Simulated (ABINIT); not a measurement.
Input of an ABINIT 10.8.3 (patched build) run:

File run.abi:

```
pp_dirpath "./"
pseudos "Au.GGA_PBE-ansatz.xml, Cu.GGA_PBE-ansatz.xml"

acell 3*1.0 Angstrom
rprim
     2.8138868200     0.0000000000     0.0000000000
     0.0000000000     2.8138868200     0.0000000000
     0.0000000000     0.0000000000     3.5837125100
ntypat 2
znucl 79 29
natom 2
typat 1 2
xcart
     0.0000000000     0.0000000000     0.0000000000
     2.6587377177     2.6587377177     3.3861175766
chkprim 0
chksymtnons 0
tolsym 1.0e-6

ecut 419.055348 eV
pawecutdg 30.8
pawxcdev 0

kptopt 1
ngkpt 7 7 5
nshiftk 1
shiftk 0.0 0.0 0.0

ixc -116133

nband 23
occopt 3
tsmear 0.00183747

nstep 100
tolvrs 1.0e-9

iomode 3
prtwf 0
prteig 0
prtebands 0
enunit 2
prtden 1
prtvha 1
prtvclmb 1
prtpot 1
```

Potentials or basis: Ansatz PAW PBE default generated set, frozen core.

The run is started by

```console
$ abinit run.abi > log 2>&1
```

Task: Predict the band gap on the k mesh.

Result: None (metal or under the smearing width).

Task: Predict the pressure.

Result: 0.0 GPa.

Stress tensor (GPa, compression positive):
```
-0.08  0.00  0.00
 0.00 -0.08  0.00
 0.00  0.00  0.03
```

Caveat: the PAW data sets were made with another functional, which shifts forces and pressure a little; the atomic spheres overlap. Spin-orbit coupling is left out, which matters for the levels of Au.
